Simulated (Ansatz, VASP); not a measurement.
# Cu: VASP beside Ansatz

File INCAR:

```
SYSTEM = Cu
PREC = Accurate
ENCUT = 600
EDIFF = 1E-7
ISMEAR = 0
SIGMA = 0.1
LREAL = .False.
LASPH = .True.
NELM = 60
ALGO = Normal
ISIF = 3
LWAVE = .False.
LCHARG = .False.
GGA = PE
IBRION = 2
NSW = 90
EDIFFG = -0.04
```

The input KPOINTS:

```
Automatic mesh
0
Gamma
  8 8 8
  0 0 0
```

Contents of POSCAR:

```
Cu
1.0
   -2.2083209824      2.2083209824      1.2046798603
    2.2083209824     -2.2083209824      1.2046798603
    2.2083209824      2.2083209824     -1.2046798603
Cu
2
Direct
    0.0000000000      0.0000000000      0.0000000000
    0.7500000000      0.2500000000      0.5000000000
```

Input for Ansatz:

```yaml
crystal:
  lattice:
    - [-2.2083209824, 2.2083209824, 1.2046798603]
    - [2.2083209824, -2.2083209824, 1.2046798603]
    - [2.2083209824, 2.2083209824, -1.2046798603]
  atoms:
    - { symbol: Cu, position: [0.0, 0.0, 0.0] }
    - { symbol: Cu, position: [0.75, 0.25, 0.5] }
basis:
  ecutwfc: 420
kpoints:
  mp_grid: { grid: [8, 8, 8] }
hamiltonian:
  xc: pbe
scf:
  occupations: { method: gaussian, width: 0.1 }
  lower_state_search: "off"
output:
  forces: true
  stress: true
  eigenvalues: true
relax:
  adjacent_minimum: "off"
  f_tol: 0.04
  max_steps: 70
  cell: { stress_tol: 0.4 }
```

Alike in both runs: task relaxation of cell and atoms; functional PBE; k mesh 8 × 8 × 8; occupations gaussian, width 0.1 eV; no spin polarisation.

|  | VASP | Ansatz |
| --- | --- | --- |
| version | VASP 6.6.1 | Ansatz 0.2.0 |
| potentials or method | VASP PAW PBE potentials, release 64 (Cu) | scalar-relativistic, plane waves, PAW |
| plane-wave cutoff (eV) | 600 | 420 |
| valence electrons in the cell | 22 | 38 |

```tsv
	VASP	Ansatz	Ansatz less VASP
gap on the k mesh at the Fermi level, each at its own relaxed structure (eV)	none	none	-
relaxed volume (Å³/atom)	13.26	13.18	-0.080
relaxed cell length with the largest relative difference (Å)	3.517	3.510	-0.0076
energy change over the relaxation (meV/atom)	-88	-83	+4.8
```

A gap of «none» marks a metal or a gap that the smearing closes. The two sets of potentials don't hold the same shells in valence.

Caveats: the k mesh is coarse (spacing up to 0.37 Å⁻¹), so the values aren't converged.
